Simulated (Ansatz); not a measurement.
The calculation used Ansatz 0.2.0, DFT PBE, scalar-relativistic, plane waves, PAW. Settings: cutoff 420 eV, Γ-centred meshes spaced at most about 0.3 Å⁻¹, and about 0.25 Å⁻¹ or finer for metals (2π included), Gaussian smearing. No spin polarisation.

Each guess is relaxed in cell and atoms at zero pressure, on a coarse mesh first where it starts far from rest and then on a converged one. The steps can't lower the symmetry of the start, but it can rise. Energies are static (0 K, no zero-point motion).

Two unrelaxed guesses for ZrB₆:

Guess 1.

```cif
data_structure
_symmetry_space_group_name_H-M 'Pm-3m'
_symmetry_Int_Tables_number 221
_cell_length_a 4.0040
_cell_length_b 4.0040
_cell_length_c 4.0040
_cell_angle_alpha 90.000
_cell_angle_beta 90.000
_cell_angle_gamma 90.000
_cell_volume 64.19
loop_
_atom_site_label
_atom_site_type_symbol
_atom_site_symmetry_multiplicity
_atom_site_Wyckoff_symbol
_atom_site_fract_x
_atom_site_fract_y
_atom_site_fract_z
_atom_site_occupancy
Zr1 Zr 1 a 0.00000 0.00000 0.00000 1
B1 B 6 f 0.50000 0.50000 0.20000 1
```

Guess 2.

```cif
data_structure
_symmetry_space_group_name_H-M 'P6/mmm'
_symmetry_Int_Tables_number 191
_cell_length_a 3.4259
_cell_length_b 3.4259
_cell_length_c 3.8840
_cell_angle_alpha 90.000
_cell_angle_beta 90.000
_cell_angle_gamma 120.000
_cell_volume 39.48
loop_
_atom_site_label
_atom_site_type_symbol
_atom_site_symmetry_multiplicity
_atom_site_Wyckoff_symbol
_atom_site_fract_x
_atom_site_fract_y
_atom_site_fract_z
_atom_site_occupancy
Zr1 Zr 1 a 0.00000 0.00000 0.00000 1
B1 B 6 l 0.16970 0.33939 0.00000 1
```

**Question.** Do they relax into the same structure? If not, which is lower?

**Answer.** No. Guess 1 ends lower, by 1.39 eV/atom. Guess 1: Pm-3m at 9.2 Å³/atom → Pm-3m at 9.5 Å³/atom; Guess 2: P6/mmm at 5.6 Å³/atom → P6/mmm at 11.7 Å³/atom. Counting B atoms around Zr (those within 1.25 times the shortest such distance or 1.15 times the sum of covalent radii), the end of guess 1 has Zr 24 and the end of guess 2 has Zr 6. The end of guess 1 holds B–B bonds in all directions (shortest 1.60 Å); the end of guess 2 holds B–B units of three or more atoms (shortest 1.72 Å). End of guess 1. Conventional cell: a = 4.052 Å. Around Zr lie 24 B at 2.97 Å; around B lie 1 B at 1.60 Å, 4 B at 1.73 Å, 1 B at 2.45 Å and 4 Zr at 2.97 Å. End of guess 2. Conventional cell: a = 5.520 Å, c = 3.115 Å. Zr is surrounded by 6 B at 2.19 Å and 2 Zr at 3.11 Å; B is surrounded by 2 B at 1.72 Å, 2 B at 2.19 Å and 1 Zr at 2.19 Å.

Ends held by symmetry can be saddle points.
